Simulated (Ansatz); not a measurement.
## AlN (P6_3mc), random displacements

All numbers below come from DFT r2SCAN, scalar-relativistic, plane waves, PAW (Ansatz 0.2.0). The runs took a 500 eV cutoff, a Γ-centred 12×12×6 mesh and Gaussian smearing (0.05 eV). No spin polarisation. Energies are free energies at this smearing, counted from the undisturbed cell; pressure is positive in compression.

Zero of the scan (relaxed at this level):

```
Al N
1.0
     3.10667    0.00000    0.00000
    -1.55333    2.69045    0.00000
     0.00000    0.00000    4.97840
Al N
2 2
Direct
  0.33333 0.66667 0.00169
  0.66667 0.33333 0.50169
  0.33333 0.66667 0.38331
  0.66667 0.33333 0.88331
```

The atoms are displaced (Å, in the unstrained cell):

```
atom ux uy uz
 Al1   0.101   0.004   0.076
 Al2  -0.027  -0.015  -0.027
  N3  -0.121   0.145   0.092
  N4   0.047  -0.135  -0.141
```

Strain (Voigt, engineering shear): (0.0044, -0.0131, -0.0059, 0.0144, -0.0009, 0.0214).

Task: What are the energy change, the stress and the forces?

Result: ΔE = 281.7 meV/atom; stress (xx, yy, zz, yz, xz, xy; compression positive) (-8.39, 26.74, 11.70, -0.18, 0.92, 1.98) GPa; gap on the mesh 4.17 eV.
```csv
atom,Fx (eV/Å),Fy,Fz
Al1,-0.76,-1.47,-1.87
Al2,-0.41,3.74,1.07
N3,0.99,-4.37,-3.30
N4,0.18,2.11,4.11
```

Cost: 1 run of about 0.63 core-minutes, on Intel Xeon Platinum 8375C (Ice Lake) (shared hosts).